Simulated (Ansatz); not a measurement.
The system is CdSe.

```
Cd Se
1.0
     0.00000    3.07027    3.07027
     3.07027    0.00000    3.07027
     3.07027    3.07027    0.00000
Cd Se
1 1
Direct
  0.00000 0.00000 0.00000
  0.25000 0.25000 0.25000
```

Measurements of this composition are mostly on another form, of space group No. 186.

| Property | Result |
| --- | --- |
| Program | Ansatz 0.2.0 |
| Task | relaxation of cell and atoms |
| Functional | RPBE |
| Potentials or basis | Ansatz PAW |
| Cutoff | 420 eV (not typed: the program's choice for these potentials) |
| k mesh | 8 × 8 × 8 |
| Occupations | fermi-dirac, width 0.05 eV |
| Spin | no spin polarisation |

At the start: volume 28.94 Å³/atom.

Task: Where does the relaxation end?

Result: It ends after 5 steps and the volume is 31.03 Å³/atom (+7.2 %); space group F-43m (No. 216, to 0.05 Å).

The path:
```
step  energy change (eV)  largest force (eV/Å)  volume (Å³)
   1              0.0000                0.0000        57.88
   2             -0.0363                0.0000        62.96
   3             -0.0380                0.0000        62.17
   4             -0.0380                0.0000        62.06
   5             -0.0388                0.0000        62.06
```

Final structure:
```xyz
2
Lattice="0.0000 3.1424 3.1424 3.1424 0.0000 3.1424 3.1424 3.1424 0.0000" Properties=species:S:1:pos:R:3 pbc="T T T"
Cd    0.0000    0.0000    0.0000
Se    1.5712    1.5712    1.5712
```

Caveat: the plane-wave basis is chosen anew once the cell has moved, so the energies of steps on either side of that aren't comparable; the PAW data sets come from PBE, with cores solved anew for the run's functional, which leaves a small shift of forces and pressure.
